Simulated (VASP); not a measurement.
# W in VASP: notebook

Runs on W. Level: PBE. Tasks: single point, relaxation of the atoms.

Program: VASP 6.6.1. These are calculated values, not measurements. Logs are shortened: lines on timing, memory, paths and dates and some standing lists are left out, and cuts for length are marked.

### 1 Starting point

The cell holds a slab with vacuum, 6 atoms: a = 2.758 Å, b = 2.758 Å, c = 26.259 Å, α = 90.00°, β = 90.00°, γ = 109.47°.

The slab is cut from a database's or a generator's crystal, which needn't be the stable form of the element.

### 2 Single point, PBE

Input file INCAR:

```
SYSTEM = W
ALGO     = Fast           ! electronic algorithm
DIPOL    = 0.5 0.5 0.500
EDIFF    = 1E-7           ! SCF threshold, eV
ENCUT    = 520            ! plane-wave cutoff, eV
GGA      = PE             ! functional
ICORELEVEL= 1            
IDIPOL   = 3            
ISIF     = 2              ! what is computed and relaxed
ISMEAR   = 1              ! smearing method
KPAR     = 4            
LASPH    = .TRUE.         ! aspherical terms in the spheres
LCHARG   = .FALSE.        ! write CHGCAR
LDIPOL   = .TRUE.       
LREAL    = .FALSE.        ! projectors in reciprocal space
LVACPOTAV= .TRUE.       
LVHAR    = .TRUE.       
LWAVE    = .FALSE.        ! write WAVECAR
NELM     = 80             ! most SCF steps
PREC     = Accurate       ! precision mode
SIGMA    = 0.1            ! smearing width, eV
```

Input file KPOINTS:

```
k-points
0
G
  15 15 1
  0 0 0
```

Input file POSCAR:

```
W
1.0
    2.7579548900      0.0000000000      0.0000000000
   -0.9193183000      2.6002248100      0.0000000000
    0.0000000000      0.0000000000     26.2593037000
W
6
Direct
    0.5000000000      0.5000000000      0.2856130600
    0.0000000000      0.0000000000      0.3713678300
    0.5000000000      0.5000000000      0.4571226100
    0.0000000000      0.0000000000      0.5428773900
    0.5000000000      0.5000000000      0.6286321700
    0.0000000000      0.0000000000      0.7143869400
```

Potentials or basis: VASP PAW PBE potentials, release 64 (W_sv).

On the command line:

```
$ cat potpaw_PBE.64/W_sv/POTCAR > POTCAR
$ mpirun -np 4 vasp_std > vasp.out
```

OUTCAR:

```text
SYSTEM = W
   EDIFF = 1E-7
   ENCUT = 520
   GGA = PE
   ISIF = 2
   ISMEAR = 1
   LASPH = .TRUE.
   LREAL = .FALSE.
   NELM = 80
   PREC = Accurate

 ion  position               nearest neighbor table
   1  0.500  0.500  0.286-   2 2.76   2 2.76   2 3.18   2 3.18
   2  0.000  0.000  0.371-   1 2.76   1 2.76   3 2.76   3 2.76   1 3.18   1 3.18   3 3.18   3 3.18

   3  0.500  0.500  0.457-   2 2.76   4 2.76   2 2.76   4 2.76   2 3.18   4 3.18   2 3.18   4 3.18

   4  0.000  0.000  0.543-   3 2.76   5 2.76   3 2.76   5 2.76   3 3.18   5 3.18   3 3.18   5 3.18

   5  0.500  0.500  0.629-   6 2.76   6 2.76   4 2.76   4 2.76   6 3.18   6 3.18   4 3.18   4 3.18

   6  0.000  0.000  0.714-   5 2.76   5 2.76   5 3.18   5 3.18

  LATTYP: Found a base centered orthorhombic cell.
 ALAT       =     3.1846119972
 B/A-ratio  =     1.4142135635
 C/A-ratio  =     8.2456838457

  Lattice vectors:

 A1 = (   2.7579548900,   0.0000000000,   0.0000000000)
 A2 = (  -0.9193183000,   2.6002248100,   0.0000000000)
 A3 = (   0.0000000000,   0.0000000000,  26.2593037000)

Analysis of symmetry for initial positions (statically):
=====================================================================
 Subroutine PRICEL returns:
 Original cell was already a primitive cell.

 Routine SETGRP: Setting up the symmetry group for a
 base centered orthorhombic supercell.

 Subroutine GETGRP returns: Found  8 space group operations
 (whereof  4 operations were pure point group operations)
 out of a pool of  8 trial point group operations.

The static configuration has the point symmetry C_2v.
 The point group associated with its full space group is D_2h.

Analysis of symmetry for dynamics (positions and initial velocities):
=====================================================================
 Subroutine PRICEL returns:
 Original cell was already a primitive cell.

 Routine SETGRP: Setting up the symmetry group for a
 base centered orthorhombic supercell.

 Subroutine GETGRP returns: Found  8 space group operations
 (whereof  4 operations were pure point group operations)
 out of a pool of  8 trial point group operations.

The dynamic configuration has the point symmetry C_2v.
 The point group associated with its full space group is D_2h.

 Subroutine INISYM returns: Found  8 space group operations
 (whereof  4 operations are pure point group operations),
 and found     1 'primitive' translations

----------------------------------------------------------------------------------------

                                     Primitive cell

  volume of cell :     188.3134

  direct lattice vectors                    reciprocal lattice vectors
     2.757954890  0.000000000  0.000000000     0.362587511  0.128194044  0.000000000
    -0.919318300  2.600224810  0.000000000     0.000000000  0.384582132  0.000000000
     0.000000000  0.000000000 26.259303700     0.000000000  0.000000000  0.038081741

  length of vectors
     2.757954890  2.757954894 26.259303700     0.384582132  0.384582132  0.038081741

  position of ions in fractional coordinates (direct lattice)
     0.500000000  0.500000000  0.285613060
     0.000000000  0.000000000  0.371367830
     0.500000000  0.500000000  0.457122610
     0.000000000  0.000000000  0.542877390
     0.500000000  0.500000000  0.628632170
     0.000000000  0.000000000  0.714386940

  ion indices of the primitive-cell ions
   primitive index   ion index
                 1           1
                 2           2
                 3           3
                 4           4
                 5           5
                 6           6

----------------------------------------------------------------------------------------

 KPOINTS: k-points

Automatic generation of k-mesh.
 Grid dimensions read from file:
 generate k-points for:   15   15    1

 Generating k-lattice:

  Cartesian coordinates                     Fractional coordinates (reciprocal lattice)
     0.024172501  0.008546270  0.000000000     0.066666667  0.000000000  0.000000000
     0.000000000  0.025638809  0.000000000     0.000000000  0.066666667  0.000000000
     0.000000000  0.000000000  0.038081741     0.000000000  0.000000000  1.000000000

  Length of vectors
     0.025638809  0.025638809  0.038081741

  Shift w.r.t. Gamma in fractional coordinates (k-lattice)
     0.000000000  0.000000000  0.000000000

 Subroutine IBZKPT returns following result:
 ===========================================

 Found     64 irreducible k-points:

 Following reciprocal coordinates:
            Coordinates               Weight
  0.000000  0.000000  0.000000      1.000000
  0.066667 -0.000000  0.000000      4.000000
  0.133333 -0.000000  0.000000      4.000000
  0.200000  0.000000  0.000000      4.000000
  0.266667 -0.000000  0.000000      4.000000
  0.333333 -0.000000  0.000000      4.000000
[... 16 lines left out ...]
  0.133333  0.133333  0.000000      2.000000
  0.200000  0.133333  0.000000      4.000000
 [... further k-points ...]
   k-points           NKPTS =     64   k-points in BZ     NKDIM =     64   number of bands    NBANDS=     50
   number of dos      NEDOS =    301   number of ions     NIONS =      6
   total plane-waves  NPLWV = 112896
   dimension x,y,z NGX =    24 NGY =   24 NGZ =  196
   dimension x,y,z NGXF=    48 NGYF=   48 NGZF=  392
   ions per type =               6
   NGX,Y,Z   is equivalent  to a cutoff of  14.47, 14.47, 12.41 a.u.
   NGXF,Y,Z  is equivalent  to a cutoff of  28.93, 28.93, 24.82 a.u.
 SYSTEM =  W
   PREC   = accura    normal or accurate (medium, high low for compatibility)
   ISTART =      0    job   : 0-new  1-cont  2-samecut
   ICHARG =      2    charge: 1-file 2-atom 10-const
   ISPIN  =      1    spin polarized calculation?
   LNONCOLLINEAR =      F non collinear calculations
   LSORBIT =      F    spin-orbit coupling
   LASPH  =      T    aspherical Exc in radial PAW
   ENCUT  =  520.0 eV  38.22 Ry    6.18 a.u.   5.13  5.13 48.82*2*pi/ulx,y,z
   NELM   =     80;   NELMIN=  2; NELMDL= -5     # of ELM steps
   EDIFF  = 0.1E-06   stopping-criterion for ELM
   LREAL  =      F    real-space projection
   EDIFFG = 0.1E-05   stopping-criterion for IOM
   NSW    =      0    number of steps for IOM
   IBRION =     -1    ionic relax: 0-MD 1-quasi-New 2-CG
   NFREE  =      0    steps in history (QN), initial steepest desc. (CG)
   ISIF   =      2    stress and relaxation
   ISYM   =      2    0-nonsym 1-usesym 2-fastsym
   POTIM  = 0.5000    time-step for ionic-motion
   TEBEG  =    0.0;   TEEND  =   0.0 temperature during run
   PSTRESS=    0.0 pullay stress
   NELECT =      84.0000    total number of electrons
   NUPDOWN=      -1.0000    fix difference up-down
   EMIN   =  10.00;   EMAX   =-10.00  energy-range for DOS
   EFERMI =   0.00;   METHOD = LEGACY
   ISMEAR =     1;   SIGMA  =   0.10  broadening in eV -4-tet -1-fermi 0-gaus
   EFERMI_NEDOS =   21; number of points for ismear=-14 and -15
   IALGO  =     68    algorithm
   IMIX   =      4    mixing-type and parameters
     AMIX     =   0.40;   BMIX     =  1.00
     AMIX_MAG =   1.60;   BMIX_MAG =  1.00
  volume/ion in A,a.u.               =      31.39       211.80
  Fermi-wavevector in a.u.,A,eV,Ry     =   1.250857  2.363776 21.288248  1.564642
  Thomas-Fermi vector in A             =   2.384831
   LORBIT       =      0    0 simple, 1 ext, 2 COOP (PROOUT), +10 PAW based schemes
   GGA     = PE    functional components
   LHFCALC =     F    Hartree Fock is set to
   AEXX    =    0.0000 exact exchange contribution
   IVDW    =     0    specifies the selected vdW correction
   LEPSILON=     F    determine dielectric tensor
   LRPA    =     F    only Hartree local field effects (RPA)
 non-spin polarized calculation
 RMM-DIIS sequential band-by-band and
 Methfessel and Paxton  Order N= 1 SIGMA  =   0.10
  energy-cutoff  :      520.00
  volume of cell :      188.31
 maximum number of plane-waves:      5116
 NGX is ok and might be reduce to    24
   NGX = 11   NGY = 11   NGZ = 97

 number of electron      83.9999994 magnetization

 dipolmoment           0.000000      0.000000     -0.000000 electrons x Angstroem

 Free energy of the ion-electron system (eV)
  ---------------------------------------------------
  ext. energy  EPLUGINS =         0.00000000
  ---------------------------------------------------
  free energy    TOTEN  =       -74.72693308 eV

  energy without entropy =      -74.72635054  energy(sigma->0) =      -74.72673890

 the core state eigenenergies are
   1-  1s -69459.8230  2s -11980.3477  2p -10473.9563  3s  -2752.9313  3p  -2307.0446
       3d  -1795.0064  4s   -561.3604  4p   -415.1447  4d   -230.0224  4f    -24.9108

   2-  1s -69459.7627  2s -11980.3207  2p -10473.9264  3s  -2752.9267  3p  -2307.0399
       3d  -1795.0002  4s   -561.3886  4p   -415.1765  4d   -230.0589  4f    -24.9620

   3-  1s -69459.7093  2s -11980.2702  2p -10473.8755  3s  -2752.8786  3p  -2306.9918
       3d  -1794.9519  4s   -561.3441  4p   -415.1324  4d   -230.0154  4f    -24.9199

   4-  1s -69459.7093  2s -11980.2702  2p -10473.8755  3s  -2752.8786  3p  -2306.9918
       3d  -1794.9519  4s   -561.3441  4p   -415.1324  4d   -230.0154  4f    -24.9199

   5-  1s -69459.7627  2s -11980.3207  2p -10473.9264  3s  -2752.9267  3p  -2307.0399
       3d  -1795.0002  4s   -561.3886  4p   -415.1765  4d   -230.0589  4f    -24.9620

   6-  1s -69459.8230  2s -11980.3477  2p -10473.9563  3s  -2752.9313  3p  -2307.0446
       3d  -1795.0064  4s   -561.3604  4p   -415.1447  4d   -230.0224  4f    -24.9108

 E-fermi :   3.4761     XC(G=0):  -7.7900

 val. band max:        3.4718308639   @ k =  -0.2000   0.1333   0.0000
 cond. band min:       3.4796657096   @ k =   0.4000   0.3333   0.0000
 fundamental gap:      0.0078348457
 Fermi energy:         3.4761109235

 k-point     1 :       0.0000    0.0000    0.0000
  band No.  band energies     occupation
      1     -70.7807      2.00000
      2     -70.7668      2.00000
      3     -70.7197      2.00000
      4     -70.6724      2.00000
      5     -70.6217      2.00000
      6     -70.6211      2.00000
[... 42 lines left out ...]
     49       5.4107     -0.00000
     50       5.5852      0.00000
[... 1217 lines left out ...]
     49       5.7748      0.00000
     50       6.1799      0.00000

 [... further k-points ...]

------------------------ aborting loop because EDIFF is reached ----------------------------------------

  FORCE on cell =-STRESS in cart. coord.  units (eV):
  Direction    XX          YY          ZZ          XY          YZ          ZX
  --------------------------------------------------------------------------------------
  -------------------------------------------------------------------------------------
  Total       -4.8442335     -5.2133909     -3.2516114     -0.5220674      0.0000000      0.0000000
  in kB      -41.2149134    -44.3557178    -27.6648267     -4.4417679      0.0000000      0.0000000
  external PRESSURE =     -37.7451526 kB  Pullay stress =       0.0000000 kB

 VOLUME and BASIS-vectors are now :
 -----------------------------------------------------------------------------
  energy-cutoff  :      520.00
  volume of cell :      188.31
      direct lattice vectors                 reciprocal lattice vectors
     2.757954890  0.000000000  0.000000000     0.362587511  0.128194044  0.000000000
    -0.919318300  2.600224810  0.000000000     0.000000000  0.384582132  0.000000000
     0.000000000  0.000000000 26.259303700     0.000000000  0.000000000  0.038081741

 POSITION                                       TOTAL-FORCE (eV/Angst)
 -----------------------------------------------------------------------------------
      0.91932      1.30011      7.50000         0.000000      0.000000      0.677642
      0.00000      0.00000      9.75186         0.000000      0.000000     -0.671676
      0.91932      1.30011     12.00372        -0.000000      0.000000      0.036320
      0.00000      0.00000     14.25558        -0.000000      0.000000     -0.036320
      0.91932      1.30011     16.50744         0.000000      0.000000      0.671676
      0.00000      0.00000     18.75930        -0.000000      0.000000     -0.677642
 -----------------------------------------------------------------------------------
    total drift:                                0.000000     -0.000000     -0.000000

  FREE ENERGIE OF THE ION-ELECTRON SYSTEM (eV)
  ---------------------------------------------------
  free  energy   TOTEN  =       -74.7269330827 eV

  energy  without entropy=      -74.7263505411  energy(sigma->0) =      -74.72673890

 vacuum level on the upper side and lower side of the slab         8.353         8.353
```

Run time: 7.3 min. Hardware: 4 MPI ranks of Intel Xeon Platinum 8488C (Sapphire Rapids), shared host; peak memory 0.6 GiB.

What came out:

```yaml
Free_energy: -74.7269 eV
Largest_force: 0.678 eV/Å
Band_gap_on_the_k_mesh: none (metal or under the smearing width)
Work_function_of_the_upper_face: 4.88 eV
Work_function_of_the_lower_face: 4.88 eV
```

Forces in eV/Å, atoms in the order of the input:
```
W    0.000  0.000  0.678
W    0.000  0.000 -0.672
W    0.000  0.000  0.036
W    0.000  0.000 -0.036
W    0.000  0.000  0.672
W    0.000  0.000 -0.678
```

Levels at points of the mesh, in eV from the Fermi level:
```
           k point  band 39  band 40  band 41  band 42  band 43  band 44  band 45  band 46
(0.00, 0.00, 0.00)    -1.33    -1.24    -1.07    -0.97    -0.19    -0.07     0.51     1.03
```

Core levels (eV, on the scale of the bands):
| atom | levels |
| --- | --- |
| 1 W | 1s -69459.8, 2s -11980.3, 2p -10474.0, 3s -2752.9, 3p -2307.0, 3d -1795.0, 4s -561.4, 4p -415.1, 4d -230.0, 4f -24.9 |
| 2 W | 1s -69459.8, 2s -11980.3, 2p -10473.9, 3s -2752.9, 3p -2307.0, 3d -1795.0, 4s -561.4, 4p -415.2, 4d -230.1, 4f -25.0 |
| 3 W | 1s -69459.7, 2s -11980.3, 2p -10473.9, 3s -2752.9, 3p -2307.0, 3d -1795.0, 4s -561.3, 4p -415.1, 4d -230.0, 4f -24.9 |
| 4 W | 1s -69459.7, 2s -11980.3, 2p -10473.9, 3s -2752.9, 3p -2307.0, 3d -1795.0, 4s -561.3, 4p -415.1, 4d -230.0, 4f -24.9 |
| 5 W | 1s -69459.8, 2s -11980.3, 2p -10473.9, 3s -2752.9, 3p -2307.0, 3d -1795.0, 4s -561.4, 4p -415.2, 4d -230.1, 4f -25.0 |
| 6 W | 1s -69459.8, 2s -11980.3, 2p -10474.0, 3s -2752.9, 3p -2307.0, 3d -1795.0, 4s -561.4, 4p -415.1, 4d -230.0, 4f -24.9 |

(Part 1 of 2 ends here.)
